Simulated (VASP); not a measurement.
Here is a VASP 6.6.1 calculation.

The input INCAR:

```
PREC = Accurate ; ENCUT = 300
EDIFF = 1E-6 ; ISMEAR = 0
SIGMA = 0.03 ; LREAL = F
LASPH = T ; NELM = 80
ALGO = Normal ; ISIF = 3
LWAVE = F ; LCHARG = F
GGA = PE ; IBRION = 2
NSW = 90 ; EDIFFG = -0.01
```

The input KPOINTS:

```
regular mesh
0
Gamma
  5 5 2
```

Contents of POSCAR:

```
MgTe
1.0
    4.5200000000      0.0000000000      0.0000000000
   -2.2600000000      3.9144348251      0.0000000000
    0.0000000000      0.0000000000      7.3300000000
Mg Te
2 2
Direct
    0.3333333333      0.6666666667      0.0000000000
    0.6666666667      0.3333333333      0.5000000000
    0.3333333333      0.6666666667      0.3850000000
    0.6666666667      0.3333333333      0.8850000000
```

Potentials or basis: VASP PAW PBE potentials, release 64 (Mg, Te).

Launch:

```bash
$ cat potpaw_PBE.64/Mg/POTCAR potpaw_PBE.64/Te/POTCAR > POTCAR
$ mpirun -np 1 vasp_std > vasp.out
```

Question: Estimate the space group after relaxing (to 0.05 Å).

Answer: P6_3mc (No. 186).

Question: What does it give for the band gap on the k mesh?

Answer: 2.36 eV, direct.

Final structure:
```xyz
4
Lattice="4.6101 0.0000 0.0000 -2.3050 3.9924 0.0000 0.0000 0.0000 7.4953" Properties=species:S:1:pos:R:3 pbc="T T T"
Mg    0.0000    2.6616    0.0329
Mg    2.3050    1.3308    3.7805
Te    0.0000    2.6616    2.8528
Te    2.3050    1.3308    6.6004
```

Caveat: the k mesh is coarse (spacing up to 0.43 Å⁻¹), so the values aren't converged; spin-orbit coupling is left out, which moves the levels of the heavy elements. Zero-point motion and thermal expansion aren't in these numbers.
